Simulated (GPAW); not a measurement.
ZrB2:

```
Zr B
1.0
     3.17000    0.00000    0.00000
    -1.58500    2.74530    0.00000
     0.00000    0.00000    3.53300
Zr B
1 2
Direct
  0.00000 0.00000 0.00000
  0.66667 0.33333 0.50000
  0.33333 0.66667 0.50000
```

- Program: GPAW 26.7.0
- Task: relaxation of cell and atoms
- Functional: PBEsol
- Dispersion: D3
- Potentials or basis: PAW data sets generated in the run's folder for this functional
- Cutoff: 800 eV
- Basis: pw
- k mesh: 7 × 7 × 5
- Occupations: fermi-dirac, width 0.05 eV
- Spin: no spin polarisation

At the start: pressure -8.6 GPa; volume 10.25 Å³/atom.

Where does the relaxation end?

Over 7 steps the energy falls by 9.7 meV/atom and the volume is 9.90 Å³/atom (-3.4 %); space group P6/mmm (No. 191, to 0.05 Å).

The path:
```csv
step,energy change (eV),largest force (eV/Å),pressure (GPa),volume (Å³)
1,0.0000,0.0000,-8.64,30.75
2,-0.0114,0.0000,-6.81,30.50
3,-0.0287,0.0000,0.30,29.65
4,-0.0288,0.0000,0.04,29.67
5,-0.0289,0.0000,-0.18,29.70
6,-0.0291,0.0000,-0.24,29.70
7,-0.0291,0.0000,-0.11,29.69
```

Final structure:
```
CELL_PARAMETERS angstrom
3.13939 0.00000 0.00000
-1.56969 2.71879 0.00000
0.00000 0.00000 3.47812
ATOMIC_POSITIONS crystal
Zr 0.00000 0.00000 0.00000
B 0.66667 0.33333 0.50000
B 0.33333 0.66667 0.50000
```

Caveat: later steps reuse the first step's grids; pairwise dispersion overbinds metals, which lowers pressure and volume.
